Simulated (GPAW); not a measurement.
A calculation with GPAW 26.7.0 of Zr (ASE script, structure typed inline):

The input run.py:

```python
from ase import Atoms
from ase.dft.bandgap import bandgap
from ase.io import write
from ase.units import Bohr, GPa
from gpaw import GPAW, PW
from gpaw.elf import elf_from_dft_calculation

atoms = Atoms(['Zr'],
              cell=[[-1.81, 1.81, 1.81],
                    [1.81, -1.81, 1.81],
                    [1.81, 1.81, -1.81]],
              scaled_positions=[[0.0, 0.0, 0.0]],
              pbc=True)

calc = GPAW(mode=PW(600),
            xc='PBE',
            kpts={'size': (10, 10, 10), 'gamma': True},
            occupations={'name': 'fermi-dirac', 'width': 0.05},
            nbands=14,
            convergence={'density': 1e-05, 'energy': 1e-05},
            maxiter=150,
            txt='gpaw.txt')
atoms.calc = calc
energy = atoms.get_potential_energy()
forces = atoms.get_forces()
stress = atoms.get_stress()
calc.write('gs.gpw')
write('result.traj', atoms)
print(f'Energy: {energy:.6f} eV')
print('Forces (eV/A):')
print(forces.round(4))
print('Stress (GPa):', (stress / GPa).round(3))
print('Fermi level:', round(calc.get_fermi_level(), 4), 'eV')
print(f'Gap: {bandgap(calc)[0]:.4f} eV, direct: {bandgap(calc, direct=True)[0]:.4f} eV')

# fields on the real-space grid
write('density.cube', atoms, data=calc.get_pseudo_density() * Bohr**3)
write('potential.cube', atoms, data=calc.get_electrostatic_potential())
write('elf.cube', atoms, data=elf_from_dft_calculation(calc).data)
```

Potentials or basis: GPAW PAW data sets (gpaw-data 1.2.1), pw.

The run is started by

```console
$ OMP_NUM_THREADS=1 python run.py
```

This isn't the form of Zr at room conditions, which is hcp.

Write the same calculation in another form: cli, structure from a POSCAR.

As run:

The input POSCAR:

```
Zr
1.0
   -1.8100000000      1.8100000000      1.8100000000
    1.8100000000     -1.8100000000      1.8100000000
    1.8100000000      1.8100000000     -1.8100000000
Zr
1
Direct
    0.0000000000      0.0000000000      0.0000000000
```

Potentials or basis: GPAW PAW data sets (gpaw-data 1.2.1), pw.

Command:

```console
$ OMP_NUM_THREADS=1 gpaw run POSCAR -p 'mode=PW(600),xc=PBE,kpts={size:(10,10,10),gamma:True},occupations={name:fermi-dirac,width:0.05},nbands=14,convergence={density:1e-05,energy:1e-05},maxiter=150,txt=gpaw.txt' --properties efs -w gs.gpw
```

Both were run:

|  | ASE script, structure typed inline | cli, structure from a POSCAR |
| --- | --- | --- |
| Pressure | -3.6 GPa | -3.6 GPa |
| Band gap on the k mesh | none (metal or under the smearing width) | none (metal or under the smearing width) |

Keys that steer only the numerical path or the files written may differ.
